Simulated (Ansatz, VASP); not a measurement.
PbSe (Clausthalite): VASP beside Ansatz

Contents of INCAR:

```
SYSTEM = PbSe
  PREC = Accurate
  ENCUT = 520
  EDIFF = 1E-6
  ISMEAR = -1
  SIGMA = 0.05
  LREAL = .FALSE.
  LASPH = .TRUE.
  NELM = 80
  ALGO = Normal
  ISIF = 2
  LWAVE = .FALSE.
  LCHARG = .FALSE.
  GGA = RP
  NBANDS = 17
```

KPOINTS

```
Automatic mesh
0
G
  8 8 8
  0 0 0
```

POSCAR

```
PbSe
1.0
    0.0000000000      3.0401081059      3.0401081059
    3.0401081059      0.0000000000      3.0401081059
    3.0401081059      3.0401081059      0.0000000000
Pb Se
1 1
Direct
    0.0000000000      0.0000000000      0.0000000000
    0.5000000000      0.5000000000      0.5000000000
```

File input.yaml:

```yaml
crystal:
  lattice:
    - [0.0, 3.0401081059, 3.0401081059]
    - [3.0401081059, 0.0, 3.0401081059]
    - [3.0401081059, 3.0401081059, 0.0]
  atoms:
    - { symbol: Pb, position: [0.0, 0.0, 0.0] }
    - { symbol: Se, position: [0.5, 0.5, 0.5] }
hamiltonian:
  xc: rpbe
  pseudopotentials: { kind: paw }
kpoints:
  mp_grid: { grid: [8, 8, 8] }
scf:
  occupations: { method: fermi_dirac, width: 0.05 }
output:
  forces: true
  stress: true
  eigenvalues: true
```

Alike in both runs: task single point; functional RPBE; k mesh 8 × 8 × 8; occupations fermi-dirac, width 0.05 eV; no spin polarisation.

|  | VASP | Ansatz |
| --- | --- | --- |
| version | VASP 6.6.1 | Ansatz 0.2.0 |
| potentials or method | VASP PAW PBE potentials, release 64 (Pb_d, Se) | Ansatz PAW |
| plane-wave cutoff (eV) | 520 | 420 |
| valence electrons in the cell | 20 | 30 |

```csv
,VASP,Ansatz,Ansatz less VASP
gap on the k mesh at the Fermi level (eV),0.30,0.30,-0.006
least direct gap on the mesh (eV),0.30,0.30,-0.006
pressure (GPa),5.4,5.5,+0.03
```

The functional is the same, so the differences come from potentials, cutoffs and numerics. The two sets of potentials don't hold the same shells in valence.

Caveats: spin-orbit coupling is left out, which as a rule narrows the gap of such compounds by several tenths of an eV; the PAW data sets were made with another functional, which shifts forces and pressure a little (VASP); the PAW data sets come from PBE, with cores solved anew for the run's functional, which leaves a small shift of forces and pressure (Ansatz).
